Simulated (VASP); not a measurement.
ZnSe (Stilleite): band structure with PBE0

**What was measured.**

“Alloy Disordering Effects on the Thermal Conductivity and Energy Gap Temperature Dependence of Cd1−xZnxSe Ternary Crystals Grown by the Bridgman Method”, 2023, pmc:10253836 reports, for a bulk crystal of ZnSe at 300 K: band gap 2.695 ± 0.003 eV (an exciton energy, a little under the gap).

ZnSe (Stilleite):

```
Zn Se
1.0
     0.00000    2.82066    2.82066
     2.82066    0.00000    2.82066
     2.82066    2.82066    0.00000
Zn Se
1 1
Direct
  0.00000 0.00000 0.00000
  0.25000 0.25000 0.25000
```

```yaml
Program: VASP 6.6.1
Task: band structure
Functional: PBE0
Potentials_or_basis: VASP PAW PBE potentials, release 64 (Zn, Se)
Cutoff: 520 eV
k_mesh: 8 × 8 × 8
Occupations: gaussian, width 0.03 eV
Spin: no spin polarisation
Grid_for_exact_exchange_PRECFOCK: Fast
Exchange_at_q_=_0: truncated
Further_INCAR_settings: ALGO = Normal; EDIFF = 1e-06
```

| Item | Value |
| --- | --- |
| Pressure | 1.9 GPa |
| Band gap on the k mesh | 3.08 eV, direct |
| Band gap along the path | 3.08 eV, direct |

Levels at points of the mesh, in eV from the valence-band top:
| k point | band 5 | band 6 | band 7 | band 8 | band 9 | band 10 | band 11 | band 12 | band 13 |
| --- | --- | --- | --- | --- | --- | --- | --- | --- | --- |
| (0.00, 0.00, 0.00) | -7.96 | -7.96 | 0.00 | 0.00 | 0.00 | 3.08 | 7.64 | 7.64 | 7.64 |
| (0.50, 0.00, 0.00) | -7.94 | -7.77 | -5.73 | -0.96 | -0.96 | 4.34 | 8.20 | 8.20 | 10.47 |
| (0.50, 0.50, 0.00) | -7.91 | -7.72 | -5.29 | -2.41 | -2.41 | 4.49 | 5.18 | 13.00 | 13.65 |

Run time: 11 min on 8 MPI ranks on AMD EPYC 9R45 96-Core Processor (Zen 5), with other jobs on the host, peak memory 0.27 GiB a rank.

A measured gap of ZnSe is 2.695 eV (an exciton energy, a little under the gap; 300 K; “Alloy Disordering Effects on the Thermal Conductivity and Energy Gap Temperature Dependence of Cd1−xZnxSe Ternary Crystals Grown by the Bridgman Method”, 2023, pmc:10253836); the calculated 3.08 eV misses it by +0.39 eV. Spin-orbit coupling on Se is left out. The value is that of PBE0, without temperature or zero-point motion.

Caveat: the PAW data sets were made with another functional, which shifts forces and pressure a little.
